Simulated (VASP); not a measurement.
# Si2W (I4/mmm) in VASP: further runs

The runs below take Si2W through relaxation of cell and atoms, vibrations by finite differences, with PBE.

Program: VASP 6.6.1. These are calculated values, not measurements. Logs are shortened: lines on timing, memory, paths and dates and some standing lists are left out, and cuts for length are marked.

## (1) Starting point

The structure is tetragonal, space group I4/mmm (No. 139). Conventional cell: a = 3.214 Å, b = 3.214 Å, c = 7.830 Å, α = 90.00°, β = 90.00°, γ = 90.00°. Around Si (site symmetry 4mm) lie 5 Si at 2.59 to 2.63 Å and 5 W at 2.62 Å. W (site symmetry 4/mmm) is surrounded by 10 Si at 2.62 Å.

## (2) Relaxation of cell and atoms, PBE

File INCAR:

```
PREC     = Accurate       # precision mode
ENCUT    = 520            # plane-wave cutoff, eV
EDIFF    = 1E-7           # SCF threshold, eV
ISMEAR   = 0              # smearing method
SIGMA    = 0.1            # smearing width, eV
LREAL    = F              # projectors in reciprocal space
LASPH    = T              # aspherical terms in the spheres
NELM     = 100            # most SCF steps
ALGO     = Normal         # electronic algorithm
ISIF     = 3              # what is computed and relaxed
LWAVE    = F              # write WAVECAR
LCHARG   = F              # write CHGCAR
GGA      = PE             # functional
IBRION   = 2              # ionic algorithm
NSW      = 80             # ionic steps
EDIFFG   = -0.002         # ionic threshold
KPAR     = 4
```

File KPOINTS:

```
regular mesh
0
Gamma
  18 18 18
```

File POSCAR:

```
Si2W
1.0
   -1.6069000000      1.6069000000      3.9149500000
    1.6069000000     -1.6069000000      3.9149500000
    1.6069000000      1.6069000000     -3.9149500000
Si W
2 1
Direct
    0.3347000000      0.3347000000      0.0000000000
    0.6653000000      0.6653000000      0.0000000000
    0.0000000000      0.0000000000      0.0000000000
```

Potentials or basis: VASP PAW PBE potentials, release 64 (Si, W).

Command:

```bash
cat potpaw_PBE.64/Si/POTCAR potpaw_PBE.64/W/POTCAR > POTCAR
mpirun -np 4 vasp_std > vasp.out
```

OUTCAR:

```text
PREC = Accurate
   ENCUT = 520
   EDIFF = 1E-7
   ISMEAR = 0
   LREAL = F
   LASPH = T
   NELM = 100
   ISIF = 3
   GGA = PE
   IBRION = 2
   NSW = 80
   EDIFFG = -0.002

 ion  position               nearest neighbor table
   1  0.335  0.335  0.000-   2 2.59   3 2.62   3 2.62   3 2.62   3 2.62   3 2.62   2 2.63   2 2.63
                             2 2.63   2 2.63
   2  0.665  0.665  0.000-   1 2.59   3 2.62   3 2.62   3 2.62   3 2.62   3 2.62   1 2.63   1 2.63
                             1 2.63   1 2.63
   3  0.000  0.000  0.000-   2 2.62   2 2.62   2 2.62   1 2.62   2 2.62   1 2.62   1 2.62   1 2.62
                             1 2.62   2 2.62

  LATTYP: Found a body centered tetragonal cell.
 ALAT       =     3.2138000000
 C/A-ratio  =     2.4363370465

  Lattice vectors:

 A1 = (  -1.6069000000,   1.6069000000,   3.9149500000)
 A2 = (   1.6069000000,  -1.6069000000,   3.9149500000)
 A3 = (   1.6069000000,   1.6069000000,  -3.9149500000)

Analysis of symmetry for initial positions (statically):
=====================================================================
 Subroutine PRICEL returns:
 Original cell was already a primitive cell.

 Routine SETGRP: Setting up the symmetry group for a
 body centered tetragonal supercell.

 Subroutine GETGRP returns: Found 16 space group operations
 (whereof 16 operations were pure point group operations)
 out of a pool of 16 trial point group operations.

The static configuration has the point symmetry D_4h.

Analysis of symmetry for dynamics (positions and initial velocities):
=====================================================================
 Subroutine PRICEL returns:
 Original cell was already a primitive cell.

 Routine SETGRP: Setting up the symmetry group for a
 body centered tetragonal supercell.

 Subroutine GETGRP returns: Found 16 space group operations
 (whereof 16 operations were pure point group operations)
 out of a pool of 16 trial point group operations.

The dynamic configuration has the point symmetry D_4h.

 Subroutine INISYM returns: Found 16 space group operations
 (whereof 16 operations are pure point group operations),
 and found     1 'primitive' translations

----------------------------------------------------------------------------------------

                                     Primitive cell

  volume of cell :      40.4356

  direct lattice vectors                    reciprocal lattice vectors
    -1.606900000  1.606900000  3.914950000     0.000000000  0.311158131  0.127715552
     1.606900000 -1.606900000  3.914950000     0.311158131  0.000000000  0.127715552
     1.606900000  1.606900000 -3.914950000     0.311158131  0.311158131  0.000000000

  length of vectors
     4.526708376  4.526708376  4.526708376     0.336348992  0.336348992  0.440044048

  position of ions in fractional coordinates (direct lattice)
     0.334700000  0.334700000  0.000000000
     0.665300000  0.665300000  0.000000000
     0.000000000  0.000000000  0.000000000

  ion indices of the primitive-cell ions
   primitive index   ion index
                 1           1
                 2           2
                 3           3

----------------------------------------------------------------------------------------

 KPOINTS: regular mesh

Automatic generation of k-mesh.
 Grid dimensions read from file:
 generate k-points for:   18   18   18

 Generating k-lattice:

  Cartesian coordinates                     Fractional coordinates (reciprocal lattice)
     0.000000000  0.017286563  0.007095308     0.055555556  0.000000000  0.000000000
     0.017286563  0.000000000  0.007095308     0.000000000  0.055555556  0.000000000
     0.017286563  0.017286563  0.000000000     0.000000000  0.000000000  0.055555556

  Length of vectors
     0.018686055  0.018686055  0.024446892

  Shift w.r.t. Gamma in fractional coordinates (k-lattice)
     0.000000000  0.000000000  0.000000000

 Subroutine IBZKPT returns following result:
 ===========================================

 Found    480 irreducible k-points:

 Following reciprocal coordinates:
            Coordinates               Weight
  0.000000  0.000000  0.000000      1.000000
  0.055556 -0.000000  0.000000      8.000000
  0.111111 -0.000000  0.000000      8.000000
  0.166667  0.000000  0.000000      8.000000
  0.222222  0.000000 -0.000000      8.000000
  0.277778  0.000000  0.000000      8.000000
[... 16 lines left out ...]
 -0.277778  0.055556  0.000000     16.000000
 -0.222222  0.055556  0.000000     16.000000
 [... further k-points ...]
   k-points           NKPTS =    480   k-points in BZ     NKDIM =    480   number of bands    NBANDS=     11
   number of dos      NEDOS =    301   number of ions     NIONS =      3
   total plane-waves  NPLWV =  46656
   dimension x,y,z NGX =    36 NGY =   36 NGZ =   36
   dimension x,y,z NGXF=    72 NGYF=   72 NGZF=   72
   ions per type =               2   1
   NGX,Y,Z   is equivalent  to a cutoff of  13.22, 13.22, 13.22 a.u.
   NGXF,Y,Z  is equivalent  to a cutoff of  26.44, 26.44, 26.44 a.u.
 SYSTEM =  unknown system
   PREC   = accura    normal or accurate (medium, high low for compatibility)
   ISTART =      0    job   : 0-new  1-cont  2-samecut
   ICHARG =      2    charge: 1-file 2-atom 10-const
   ISPIN  =      1    spin polarized calculation?
   LNONCOLLINEAR =      F non collinear calculations
   LSORBIT =      F    spin-orbit coupling
   LASPH  =      T    aspherical Exc in radial PAW
   ENCUT  =  520.0 eV  38.22 Ry    6.18 a.u.   8.42  8.42  8.42*2*pi/ulx,y,z
   NELM   =    100;   NELMIN=  2; NELMDL= -5     # of ELM steps
   EDIFF  = 0.1E-06   stopping-criterion for ELM
   LREAL  =      F    real-space projection
   EDIFFG = -.2E-02   stopping-criterion for IOM
   NSW    =     80    number of steps for IOM
   IBRION =      2    ionic relax: 0-MD 1-quasi-New 2-CG
   NFREE  =      1    steps in history (QN), initial steepest desc. (CG)
   ISIF   =      3    stress and relaxation
   ISYM   =      2    0-nonsym 1-usesym 2-fastsym
   POTIM  = 0.5000    time-step for ionic-motion
   TEBEG  =    0.0;   TEEND  =   0.0 temperature during run
   PSTRESS=    0.0 pullay stress
   NELECT =      14.0000    total number of electrons
   NUPDOWN=      -1.0000    fix difference up-down
   EMIN   =  10.00;   EMAX   =-10.00  energy-range for DOS
   EFERMI =   0.00;   METHOD = LEGACY
   ISMEAR =     0;   SIGMA  =   0.10  broadening in eV -4-tet -1-fermi 0-gaus
   EFERMI_NEDOS =   21; number of points for ismear=-14 and -15
   IALGO  =     38    algorithm
   IMIX   =      4    mixing-type and parameters
     AMIX     =   0.40;   BMIX     =  1.00
     AMIX_MAG =   1.60;   BMIX_MAG =  1.00
  volume/ion in A,a.u.               =      13.48        90.96
  Fermi-wavevector in a.u.,A,eV,Ry     =   1.149554  2.172343 17.979764  1.321475
  Thomas-Fermi vector in A             =   2.286223
   LORBIT       =      0    0 simple, 1 ext, 2 COOP (PROOUT), +10 PAW based schemes
   GGA     = PE    functional components
   LHFCALC =     F    Hartree Fock is set to
   AEXX    =    0.0000 exact exchange contribution
   IVDW    =     0    specifies the selected vdW correction
   LEPSILON=     F    determine dielectric tensor
   LRPA    =     F    only Hartree local field effects (RPA)
 conjugate gradient relaxation of ions
 non-spin polarized calculation
 Gauss-broadening in eV      SIGMA  =   0.10
  energy-cutoff  :      520.00
  volume of cell :       40.44
 maximum number of plane-waves:      1118
 NGX is ok and might be reduce to    36
   NGX = 17   NGY = 17   NGZ = 17

--------------------------------------- Ionic step        1  -------------------------------------------

 number of electron      14.0000000 magnetization

 Free energy of the ion-electron system (eV)
  ---------------------------------------------------
  ext. energy  EPLUGINS =         0.00000000
  ---------------------------------------------------
  free energy    TOTEN  =       -24.88924674 eV

  energy without entropy =      -24.88837507  energy(sigma->0) =      -24.88881091

------------------------ aborting loop because EDIFF is reached ----------------------------------------

  FORCE on cell =-STRESS in cart. coord.  units (eV):
  Direction    XX          YY          ZZ          XY          YZ          ZX
  --------------------------------------------------------------------------------------
  -------------------------------------------------------------------------------------
  Total        0.6324508      0.6324508      0.7373122      0.0000000      0.0000000      0.0000000
  in kB       25.0595586     25.0595586     29.2144749      0.0000000      0.0000000      0.0000000
  external PRESSURE =      26.4445307 kB  Pullay stress =       0.0000000 kB
[... 244 lines left out ...]
  energy  without entropy=      -24.8921024839  energy(sigma->0) =      -24.89254638

--------------------------------------- Ionic step        8  -------------------------------------------

 number of electron      14.0000000 magnetization

 Free energy of the ion-electron system (eV)
  ---------------------------------------------------
  ext. energy  EPLUGINS =         0.00000000
  ---------------------------------------------------
  free energy    TOTEN  =       -24.89299345 eV

  energy without entropy =      -24.89210630  energy(sigma->0) =      -24.89254987

 E-fermi :  10.3937     XC(G=0): -12.2817

 val. band max:       10.3782560416   @ k =  -0.3889   0.5000   0.3333
 cond. band min:      10.4342522832   @ k =  -0.3889  -0.4444   0.3889
 fundamental gap:      0.0559962416
 Fermi energy:        10.3936825328

 k-point     1 :       0.0000    0.0000    0.0000
  band No.  band energies     occupation
      1      -3.5884      2.00000
      2       3.6217      2.00000
      3       6.6318      2.00000
      4       7.1248      2.00000
      5       7.5793      2.00000
      6       7.5793      2.00000
      7      10.9782      0.00000
      8      13.0846      0.00000
      9      13.4100      0.00000
     10      13.4752      0.00000
     11      13.4752      0.00000
[... 309 lines left out ...]
 k-point    24 :      -0.2222    0.0556    0.0000
  band No.  band energies     occupation
      1      -2.7043      2.00000
      2       3.7143      2.00000
      3       5.0712      2.00000
      4       6.8059      2.00000
      5       7.5584      2.00000
      6       8.2721      2.00000
      7       8.9865      2.00000
      8      11.9737      0.00000
      9      12.6028      0.00000
     10      14.7507      0.00000
     11      14.8593      0.00000

 [... further k-points ...]

------------------------ aborting loop because EDIFF is reached ----------------------------------------

  FORCE on cell =-STRESS in cart. coord.  units (eV):
  Direction    XX          YY          ZZ          XY          YZ          ZX
  --------------------------------------------------------------------------------------
  -------------------------------------------------------------------------------------
  Total        0.0032535      0.0032535      0.0042144      0.0000000      0.0000000      0.0000000
  in kB        0.1274806      0.1274806      0.1651332      0.0000000      0.0000000      0.0000000
  external PRESSURE =       0.1400315 kB  Pullay stress =       0.0000000 kB
[... 18 lines left out ...]
  FREE ENERGIE OF THE ION-ELECTRON SYSTEM (eV)
  ---------------------------------------------------
  free  energy   TOTEN  =       -24.8929934472 eV

  energy  without entropy=      -24.8921063007  energy(sigma->0) =      -24.89254987

 reached required accuracy - stopping structural energy minimisation
```

Run time: 2.3 min. Hardware: 4 MPI ranks of Intel Xeon 6975P-C (Granite Rapids), shared host; peak memory 0.4 GiB.

What came out:

| Quantity | Value |
| --- | --- |
| Free energy | -24.8930 eV |
| Relaxed volume | 13.63 Å³/atom |
| Relaxed cell | a = 4.544 Å, b = 4.544 Å, c = 4.544 Å, α = 138.42°, β = 138.42°, γ = 60.26° |
| Space group after relaxing (to 0.05 Å) | I4/mmm (No. 139) |
| Energy gained by relaxing | 1.2 meV/atom |
| Ionic steps | 8 |
| Pressure after relaxing | 0.0 GPa |
| Band gap on the k mesh | none (metal or under the smearing width) |

The path:
```
step  energy change (eV)  largest force (eV/Å)  pressure (GPa)  volume (Å³)
   1              0.0000                0.0513            2.64        40.44
   2              0.0091                0.0865           -4.57        41.75
   3             -0.0037                0.0011            0.00        40.89
   4             -0.0037                0.0021            0.06        40.88
   5             -0.0037                0.0011            0.05        40.89
   6             -0.0037                0.0014            0.05        40.88
   7             -0.0037                0.0011           -0.06        40.90
   8             -0.0037                0.0007            0.01        40.89
```

Final structure:
```
Si W
1.0
    -1.61282    1.61282    3.92989
     1.61282   -1.61282    3.92989
     1.61282    1.61282   -3.92989
Si W
2 1
Direct
  0.33458 0.33458 0.00000
  0.66542 0.66542 0.00000
  0.00000 0.00000 0.00000
```

Levels at points of the mesh, in eV from the Fermi level:
```tsv
k point	band 3	band 4	band 5	band 6	band 7	band 8	band 9	band 10	band 11
(0.00, 0.00, 0.00)	-3.76	-3.27	-2.81	-2.81	0.58	2.69	3.02	3.08	3.08
(0.50, 0.00, 0.00)	-5.69	-4.84	-2.77	-2.73	-0.44	2.64	2.80	3.96	4.31
(0.50, 0.50, 0.00)	-5.98	-5.50	-4.97	-3.21	-1.77	2.78	2.89	3.06	3.84
(0.50, 0.50, 0.50)	-3.78	-2.55	-0.83	-0.83	-0.50	-0.50	0.76	4.52	4.75
```

## (3) Relaxation of cell and atoms, PBE

This run uses another cell than the first one, of 13.63 Å³/atom, 1.011 times its volume.

INCAR is that of step 2.

KPOINTS is that of step 2.

File POSCAR:

```
Si2W                                    
1.0
   -1.6128248217      1.6128248217      3.9298918958
    1.6128248217     -1.6128248217      3.9298918958
    1.6128248217      1.6128248217     -3.9298918958
  Si              W             
     2     1
Direct
     0.3345833805769747    0.3345833805769747    0.0000000000000000
     0.6654166194230252    0.6654166194230252    0.0000000000000000
     0.0000000000000000    0.0000000000000000    0.0000000000000000
```

Potentials or basis: VASP PAW PBE potentials, release 64 (Si, W).

Command:

```bash
cat potpaw_PBE.64/Si/POTCAR potpaw_PBE.64/W/POTCAR > POTCAR
mpirun -np 4 vasp_std > vasp.out
```

Wall time 40 s (4 MPI ranks of Intel Xeon 6975P-C (Granite Rapids), shared host); peak memory 0.4 GiB.

Results (log left out):

- Free energy: -24.8931 eV
- Pressure after relaxing: 0.0 GPa
- Band gap on the k mesh: none (metal or under the smearing width)

Final structure:
```yaml
crystal:
  lattice:
    - [-1.61282, 1.61282, 3.92989]
    - [1.61282, -1.61282, 3.92989]
    - [1.61282, 1.61282, -3.92989]
  atoms:
    - { symbol: Si, position: [0.33458, 0.33458, 0.00000] }
    - { symbol: Si, position: [0.66542, 0.66542, 0.00000] }
    - { symbol: W, position: [0.00000, 0.00000, 0.00000] }
```

Levels at points of the mesh, in eV from the Fermi level:
```csv
k point,band 4,band 5,band 6,band 7,band 8,band 9,band 10,band 11
"(0.00, 0.00, 0.00)",-3.27,-2.81,-2.81,0.58,2.69,3.02,3.08,3.08
"(0.50, 0.00, 0.00)",-4.84,-2.77,-2.73,-0.44,2.64,2.80,3.96,4.31
"(0.50, 0.50, 0.00)",-5.50,-4.97,-3.21,-1.77,2.78,2.89,3.06,3.84
"(0.50, 0.50, 0.50)",-2.55,-0.83,-0.83,-0.50,-0.50,0.76,4.52,4.75
```

Caveat: the relaxation stopped at its first step, so nothing moved. Spin-orbit coupling is left out, which matters for the levels of W.

## (4) Vibrations by finite differences, PBE

This run uses another cell than the first one, of 13.63 Å³/atom, 1.011 times its volume.

File INCAR:

```
PREC = Accurate ; ENCUT = 520
EDIFF = 1E-8 ; ISMEAR = 0
SIGMA = 0.1 ; LREAL = False
LASPH = True ; NELM = 100
ALGO = Normal ; ISIF = 3
LWAVE = False ; LCHARG = False
GGA = PE ; IBRION = 6
NFREE = 2 ; POTIM = 0.015
NSW = 1 ; KPAR = 4
```

KPOINTS is that of step 3.

File POSCAR:

```
Si2W                                    
1.0
   -1.6128248217      1.6128248217      3.9298918958
    1.6128248217     -1.6128248217      3.9298918958
    1.6128248217      1.6128248217     -3.9298918958
  Si              W             
     2     1
Direct
     0.3345833805769729    0.3345833805769729    0.0000000000000000
     0.6654166194230271    0.6654166194230271    0.0000000000000000
     0.0000000000000000    0.0000000000000000    0.0000000000000000
```

Command:

```bash
cat potpaw_PBE.64/Si/POTCAR potpaw_PBE.64/W/POTCAR > POTCAR
mpirun -np 4 vasp_std > vasp.out
```

Wall time 17 min (4 MPI ranks of Intel Xeon 6975P-C (Granite Rapids), shared host); peak memory 1.3 GiB.

The run converged. Its results:

```yaml
Voigt_bulk_modulus: 225 GPa
Highest_phonon_frequency_at_Γ: 443 cm⁻¹
```

Phonon frequencies in cm⁻¹ (negative: imaginary):
```
              q point                    frequencies
(0.000, 0.000, 0.000)  0 0 0 255 255 299 332 332 443
```

Elastic tensor in Voigt notation (GPa, in the Cartesian axes of the cell as first typed):
```
429 119  96   0   0   0
119 429  96   0   0   0
 96  96 540   0   0   0
  0   0   0 202   0   0
  0   0   0   0 202   0
  0   0   0   0   0 203
```

Clamped-ion elastic tensor (GPa):
```
432 121 100   0   0   0
121 432 100   0   0   0
100 100 544   0   0   0
  0   0   0 204   0   0
  0   0   0   0 204   0
  0   0   0   0   0 203
```

Caveat: elastic constants of metals need much finer meshes, so these are rough. The run has no spin-orbit coupling, so splittings on W are missing.
